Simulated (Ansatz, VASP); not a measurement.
# BaZrO3: VASP beside Ansatz

```
Ba Zr O
1.0
     4.19134    0.00000    0.00000
     0.00000    4.19134    0.00000
     0.00000    0.00000    4.19134
Ba Zr O
1 1 3
Direct
  0.00000 0.00000 0.00000
  0.50000 0.50000 0.50000
  0.00000 0.50000 0.50000
  0.50000 0.00000 0.50000
  0.50000 0.50000 0.00000
```

Alike in both runs: task single point; functional PBE; k mesh 6 × 6 × 6; no spin polarisation.

|  | VASP | Ansatz |
| --- | --- | --- |
| version | VASP 6.6.1 | Ansatz 0.2.0 |
| potentials or method | VASP PAW PBE potentials, release 64 (Ba_sv, Zr_sv, O) | plane waves, PAW |
| plane-wave cutoff (eV) | 520 | 550 |
| occupations | gaussian, width 0.01 eV | fixed |
| valence electrons in the cell | 40 | 40 |

VASP gave:

* gap on the k mesh at the Fermi level (eV): 3.19

Problem. Which values does Ansatz return?

Solution. gap on the k mesh at the Fermi level (eV): 3.24.

Caveats: spin-orbit coupling is left out, which moves the levels of the heavy elements. A k mesh can miss the band edges. PBE gaps usually lie below the measured ones, often by a third to a half.
